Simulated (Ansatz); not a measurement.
The system is TiO2.

```
Ti O
1.0
     4.54535    0.00000    0.00000
     0.00000    5.51962    0.00000
     0.00000    0.00000    4.90920
Ti O
4 8
Direct
  0.00000 0.17299 0.75000
  0.50000 0.32701 0.25000
  0.00000 0.82701 0.25000
  0.50000 0.67299 0.75000
  0.27145 0.38172 0.91865
  0.77145 0.11828 0.08135
  0.22855 0.11828 0.41865
  0.72855 0.38172 0.58135
  0.27145 0.61828 0.41865
  0.77145 0.88172 0.58135
  0.22855 0.88172 0.91865
  0.72855 0.61828 0.08135
```

Measurements of this composition are mostly on another form, of space group No. 141.

* Program: Ansatz 0.2.0
* Task: relaxation of cell and atoms
* Functional: r2SCAN
* Potentials or basis: Ansatz PAW
* Cutoff: 500 eV (not typed: the program's choice for these potentials)
* k mesh: 6 × 5 × 6
* Occupations: fermi-dirac, width 0.05 eV
* Spin: no spin polarisation
* Hubbard terms: Ti d U = 6 eV

At the start: volume 10.26 Å³/atom.

How do energy, volume and symmetry change on relaxing?

It ends after 8 steps and the volume is 10.43 Å³/atom (+1.7 %); space group Pbcn (No. 60, to 0.05 Å).

The path:
```
step  energy change (eV)  largest force (eV/Å)  volume (Å³)
   1              0.0000                0.4110       123.16
   2             -0.0501                0.3756       124.71
   3             -0.0711                0.2707       125.46
   4             -0.0901                0.0750       125.12
   5             -0.0920                0.0703       125.16
   6             -0.0932                0.0069       125.21
   7             -0.0932                0.0006       125.21
   8             -0.0945                0.0007       125.21
```

Final structure:
```
Ti O
1.0
     4.56246    0.00000    0.00000
     0.00000    5.51396    0.00000
     0.00000    0.00000    4.97695
Ti O
4 8
Cartesian
  0.0000 0.9116 3.7327
  2.2812 1.8454 1.2442
  0.0000 4.6024 1.2442
  2.2812 3.6686 3.7327
  1.2448 2.1224 4.5750
  3.5260 0.6346 0.4019
  1.0365 0.6346 2.0865
  3.3177 2.1224 2.8904
  1.2448 3.3915 2.0865
  3.5260 4.8794 2.8904
  1.0365 4.8794 4.5750
  3.3177 3.3915 0.4019
```

Caveat: the plane-wave basis is chosen anew once the cell has moved, so the energies of steps on either side of that aren't comparable; the PAW data sets come from PBE, with cores solved anew for the run's functional, which leaves a small shift of forces and pressure.
